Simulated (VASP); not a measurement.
# ZnSe (F-43m) in VASP: further runs

Runs on ZnSe. Level: PBE. Tasks: relaxation of cell and atoms.

Everything below comes from runs of VASP 6.6.1. Logs are shortened: lines on timing, memory, paths and dates and some standing lists are left out, and cuts for length are marked.

## Step 1: The crystal as given

It takes space group F-43m (No. 216, cubic). The conventional cell has a = 5.668 Å, b = 5.668 Å, c = 5.668 Å, α = 90.00°, β = 90.00°, γ = 90.00°. Around Zn (site symmetry -43m) lie 4 Se at 2.45 Å. Se (site symmetry -43m) is surrounded by 4 Zn at 2.45 Å.

## Step 2: Relaxation of cell and atoms, PBE

Input file INCAR:

```
ALGO     = Fast           # electronic algorithm
EDIFF    = 1E-7           # SCF threshold, eV
EDIFFG   = -0.002         # ionic threshold
ENCUT    = 520            # plane-wave cutoff, eV
GGA      = PE             # functional
IBRION   = 2              # ionic algorithm
ISIF     = 3              # what is computed and relaxed
ISMEAR   = 0              # smearing method
LASPH    = T              # aspherical terms in the spheres
LCHARG   = F              # write CHGCAR
LREAL    = F              # projectors in reciprocal space
LWAVE    = F              # write WAVECAR
NELM     = 60             # most SCF steps
NSW      = 80             # ionic steps
PREC     = Accurate       # precision mode
SIGMA    = 1.0            # smearing width, eV
```

Input file KPOINTS:

```
k-points
0
Gamma
  10 10 10
```

Input file POSCAR:

```
ZnSe
1.0
    0.0000000000      2.8338000000      2.8338000000
    2.8338000000      0.0000000000      2.8338000000
    2.8338000000      2.8338000000      0.0000000000
Zn Se
1 1
Direct
    0.0000000000      0.0000000000      0.0000000000
    0.2500000000      0.2500000000      0.2500000000
```

Potentials or basis: VASP PAW PBE potentials, release 64 (Zn, Se).

The run is started by

```bash
$ cat potpaw_PBE.64/Zn/POTCAR potpaw_PBE.64/Se/POTCAR > POTCAR
$ mpirun -np 1 vasp_std > vasp.out
```

OUTCAR:

```text
EDIFF = 1E-7
   EDIFFG = -0.002
   ENCUT = 520
   GGA = PE
   IBRION = 2
   ISIF = 3
   ISMEAR = 0
   LASPH = T
   LREAL = F
   NELM = 60
   NSW = 80
   PREC = Accurate

 ion  position               nearest neighbor table
   1  0.000  0.000  0.000-   2 2.45   2 2.45   2 2.45   2 2.45
   2  0.250  0.250  0.250-   1 2.45   1 2.45   1 2.45   1 2.45

  LATTYP: Found a face centered cubic cell.
 ALAT       =     5.6676000000

  Lattice vectors:

 A1 = (   0.0000000000,   2.8338000000,   2.8338000000)
 A2 = (   2.8338000000,   0.0000000000,   2.8338000000)
 A3 = (   2.8338000000,   2.8338000000,   0.0000000000)

Analysis of symmetry for initial positions (statically):
=====================================================================
 Subroutine PRICEL returns:
 Original cell was already a primitive cell.

 Routine SETGRP: Setting up the symmetry group for a
 face centered cubic supercell.

 Subroutine GETGRP returns: Found 24 space group operations
 (whereof 24 operations were pure point group operations)
 out of a pool of 48 trial point group operations.

The static configuration has the point symmetry T_d .

Analysis of symmetry for dynamics (positions and initial velocities):
=====================================================================
 Subroutine PRICEL returns:
 Original cell was already a primitive cell.

 Routine SETGRP: Setting up the symmetry group for a
 face centered cubic supercell.

 Subroutine GETGRP returns: Found 24 space group operations
 (whereof 24 operations were pure point group operations)
 out of a pool of 48 trial point group operations.

The dynamic configuration has the point symmetry T_d .

 Subroutine INISYM returns: Found 24 space group operations
 (whereof 24 operations are pure point group operations),
 and found     1 'primitive' translations

----------------------------------------------------------------------------------------

                                     Primitive cell

  volume of cell :      45.5132

  direct lattice vectors                    reciprocal lattice vectors
     0.000000000  2.833800000  2.833800000    -0.176441527  0.176441527  0.176441527
     2.833800000  0.000000000  2.833800000     0.176441527 -0.176441527  0.176441527
     2.833800000  2.833800000  0.000000000     0.176441527  0.176441527 -0.176441527

  length of vectors
     4.007598393  4.007598393  4.007598393     0.305605690  0.305605690  0.305605690

  position of ions in fractional coordinates (direct lattice)
     0.000000000  0.000000000  0.000000000
     0.250000000  0.250000000  0.250000000

  ion indices of the primitive-cell ions
   primitive index   ion index
                 1           1
                 2           2

----------------------------------------------------------------------------------------

 KPOINTS: k-points

Automatic generation of k-mesh.
 Grid dimensions read from file:
 generate k-points for:   10   10   10

 Generating k-lattice:

  Cartesian coordinates                     Fractional coordinates (reciprocal lattice)
    -0.017644153  0.017644153  0.017644153     0.100000000  0.000000000  0.000000000
     0.017644153 -0.017644153  0.017644153     0.000000000  0.100000000  0.000000000
     0.017644153  0.017644153 -0.017644153     0.000000000  0.000000000  0.100000000

  Length of vectors
     0.030560569  0.030560569  0.030560569

  Shift w.r.t. Gamma in fractional coordinates (k-lattice)
     0.000000000  0.000000000  0.000000000

 Subroutine IBZKPT returns following result:
 ===========================================

 Found     47 irreducible k-points:

 Following reciprocal coordinates:
            Coordinates               Weight
  0.000000  0.000000  0.000000      1.000000
  0.100000  0.000000  0.000000      8.000000
  0.200000  0.000000  0.000000      8.000000
  0.300000  0.000000  0.000000      8.000000
  0.400000  0.000000  0.000000      8.000000
  0.500000  0.000000  0.000000      4.000000
[... 16 lines left out ...]
  0.300000  0.300000  0.000000      6.000000
  0.400000  0.300000  0.000000     24.000000
 [... further k-points ...]
   k-points           NKPTS =     47   k-points in BZ     NKDIM =     47   number of bands    NBANDS=     13
   number of dos      NEDOS =    301   number of ions     NIONS =      2
   total plane-waves  NPLWV =  27000
   dimension x,y,z NGX =    30 NGY =   30 NGZ =   30
   dimension x,y,z NGXF=    60 NGYF=   60 NGZF=   60
   ions per type =               1   1
   NGX,Y,Z   is equivalent  to a cutoff of  12.44, 12.44, 12.44 a.u.
   NGXF,Y,Z  is equivalent  to a cutoff of  24.89, 24.89, 24.89 a.u.
 SYSTEM =  unknown system
   PREC   = accura    normal or accurate (medium, high low for compatibility)
   ISTART =      0    job   : 0-new  1-cont  2-samecut
   ICHARG =      2    charge: 1-file 2-atom 10-const
   ISPIN  =      1    spin polarized calculation?
   LNONCOLLINEAR =      F non collinear calculations
   LSORBIT =      F    spin-orbit coupling
   LASPH  =      T    aspherical Exc in radial PAW
   ENCUT  =  520.0 eV  38.22 Ry    6.18 a.u.   7.45  7.45  7.45*2*pi/ulx,y,z
   NELM   =     60;   NELMIN=  2; NELMDL= -5     # of ELM steps
   EDIFF  = 0.1E-06   stopping-criterion for ELM
   LREAL  =      F    real-space projection
   EDIFFG = -.2E-02   stopping-criterion for IOM
   NSW    =     80    number of steps for IOM
   IBRION =      2    ionic relax: 0-MD 1-quasi-New 2-CG
   NFREE  =      1    steps in history (QN), initial steepest desc. (CG)
   ISIF   =      3    stress and relaxation
   ISYM   =      2    0-nonsym 1-usesym 2-fastsym
   POTIM  = 0.5000    time-step for ionic-motion
   TEBEG  =    0.0;   TEEND  =   0.0 temperature during run
   PSTRESS=    0.0 pullay stress
   NELECT =      18.0000    total number of electrons
   NUPDOWN=      -1.0000    fix difference up-down
   EMIN   =  10.00;   EMAX   =-10.00  energy-range for DOS
   EFERMI =   0.00;   METHOD = LEGACY
   ISMEAR =     0;   SIGMA  =   1.00  broadening in eV -4-tet -1-fermi 0-gaus
   EFERMI_NEDOS =   21; number of points for ismear=-14 and -15
   IALGO  =     68    algorithm
   IMIX   =      4    mixing-type and parameters
     AMIX     =   0.40;   BMIX     =  1.00
     AMIX_MAG =   1.60;   BMIX_MAG =  1.00
  volume/ion in A,a.u.               =      22.76       153.57
  Fermi-wavevector in a.u.,A,eV,Ry     =   1.201673  2.270834 19.647073  1.444019
  Thomas-Fermi vector in A             =   2.337476
   LORBIT       =      0    0 simple, 1 ext, 2 COOP (PROOUT), +10 PAW based schemes
   GGA     = PE    functional components
   LHFCALC =     F    Hartree Fock is set to
   AEXX    =    0.0000 exact exchange contribution
   IVDW    =     0    specifies the selected vdW correction
   LEPSILON=     F    determine dielectric tensor
   LRPA    =     F    only Hartree local field effects (RPA)
 conjugate gradient relaxation of ions
 non-spin polarized calculation
 RMM-DIIS sequential band-by-band and
 Gauss-broadening in eV      SIGMA  =   1.00
  energy-cutoff  :      520.00
  volume of cell :       45.51
 maximum number of plane-waves:      1244
 NGX is ok and might be reduce to    30
   NGX = 15   NGY = 15   NGZ = 15

--------------------------------------- Ionic step        1  -------------------------------------------

 number of electron      18.0000012 magnetization

 Free energy of the ion-electron system (eV)
  ---------------------------------------------------
  ext. energy  EPLUGINS =         0.00000000
  ---------------------------------------------------
  free energy    TOTEN  =        -6.02424117 eV

  energy without entropy =       -6.00358090  energy(sigma->0) =       -6.01391103

------------------------ aborting loop because EDIFF is reached ----------------------------------------

  FORCE on cell =-STRESS in cart. coord.  units (eV):
  Direction    XX          YY          ZZ          XY          YZ          ZX
  --------------------------------------------------------------------------------------
  -------------------------------------------------------------------------------------
  Total        0.6996769      0.6996769      0.6996769      0.0000000      0.0000000     -0.0000000
  in kB       24.6303486     24.6303486     24.6303486      0.0000000      0.0000000     -0.0000000
  external PRESSURE =      24.6303486 kB  Pullay stress =       0.0000000 kB
[... 129 lines left out ...]
  energy  without entropy=       -6.0119536442  energy(sigma->0) =       -6.02482251

--------------------------------------- Ionic step        5  -------------------------------------------

 number of electron      18.0000015 magnetization

 Free energy of the ion-electron system (eV)
  ---------------------------------------------------
  ext. energy  EPLUGINS =         0.00000000
  ---------------------------------------------------
  free energy    TOTEN  =        -6.03769411 eV

  energy without entropy =       -6.01204647  energy(sigma->0) =       -6.02487029

 E-fermi :   2.4483     XC(G=0):  -9.1440

 val. band max:        2.4118113200   @ k =   0.0000   0.0000   0.0000
 cond. band min:       3.1892248716   @ k =   0.1000   0.0000   0.0000
 fundamental gap:      0.7774135517
 Fermi energy:         2.4483432269

 k-point     1 :       0.0000    0.0000    0.0000
  band No.  band energies     occupation
      1     -11.7362      2.00000
      2      -5.1291      2.00000
      3      -5.1291      2.00000
      4      -5.1291      2.00000
      5      -4.7940      2.00000
      6      -4.7940      2.00000
      7       1.2772      1.90232
      8       1.2772      1.90232
      9       1.2772      1.90232
     10       2.4118      1.04120
     11       7.0909      0.00000
     12       7.0909      0.00000
     13       7.0909      0.00000
[... 353 lines left out ...]
 k-point    24 :       0.4000    0.3000    0.0000
  band No.  band energies     occupation
      1     -10.9835      2.00000
      2      -5.0832      2.00000
      3      -4.9624      2.00000
      4      -4.9514      2.00000
      5      -4.7627      2.00000
      6      -4.7612      2.00000
      7      -2.6136      2.00000
      8      -0.5837      1.99998
      9      -0.3747      1.99993
     10       4.8763      0.00060
     11       5.3829      0.00003
     12       9.4085      0.00000
     13      10.3380      0.00000

 [... further k-points ...]

------------------------ aborting loop because EDIFF is reached ----------------------------------------

  FORCE on cell =-STRESS in cart. coord.  units (eV):
  Direction    XX          YY          ZZ          XY          YZ          ZX
  --------------------------------------------------------------------------------------
  -------------------------------------------------------------------------------------
  Total        0.0031047      0.0031047      0.0031047      0.0000000      0.0000000      0.0000000
  in kB        0.1050474      0.1050474      0.1050474      0.0000000      0.0000000      0.0000000
  external PRESSURE =       0.1050474 kB  Pullay stress =       0.0000000 kB
[... 17 lines left out ...]
  FREE ENERGIE OF THE ION-ELECTRON SYSTEM (eV)
  ---------------------------------------------------
  free  energy   TOTEN  =        -6.0376941072 eV

  energy  without entropy=       -6.0120464730  energy(sigma->0) =       -6.02487029

 reached required accuracy - stopping structural energy minimisation
```

It took 52 s on 1 thread of Intel Xeon 6975P-C (Granite Rapids), shared host; peak memory 0.18 GiB.

Results:

- Free energy: -6.0377 eV
- Relaxed volume: 23.68 Å³/atom
- Relaxed cell: a = 4.061 Å, b = 4.061 Å, c = 4.061 Å, α = 60.00°, β = 60.00°, γ = 60.00°
- Space group after relaxing (to 0.05 Å): F-43m (No. 216)
- Energy gained by relaxing: 6.7 meV/atom
- Ionic steps: 5
- Pressure after relaxing: 0.0 GPa
- Band gap on the k mesh: 1.13 eV, direct

Step by step:
```tsv
step	energy change (eV)	largest force (eV/Å)	pressure (GPa)	volume (Å³)
1	0.0000	0.0000	2.46	45.51
2	-0.0125	0.0000	-0.57	47.86
3	-0.0135	0.0000	0.02	47.35
4	-0.0135	0.0000	-0.03	47.38
5	-0.0135	0.0000	0.01	47.35
```

Final structure:
```cif
data_structure
_symmetry_space_group_name_H-M 'P 1'
_symmetry_Int_Tables_number 1
_cell_length_a 4.0609
_cell_length_b 4.0609
_cell_length_c 4.0609
_cell_angle_alpha 60.000
_cell_angle_beta 60.000
_cell_angle_gamma 60.000
_cell_volume 47.35
loop_
_atom_site_label
_atom_site_type_symbol
_atom_site_fract_x
_atom_site_fract_y
_atom_site_fract_z
_atom_site_occupancy
Zn1 Zn 0.00000 0.00000 0.00000 1
Se1 Se 0.25000 0.25000 0.25000 1
```

(Part 1 of 2 ends here.)
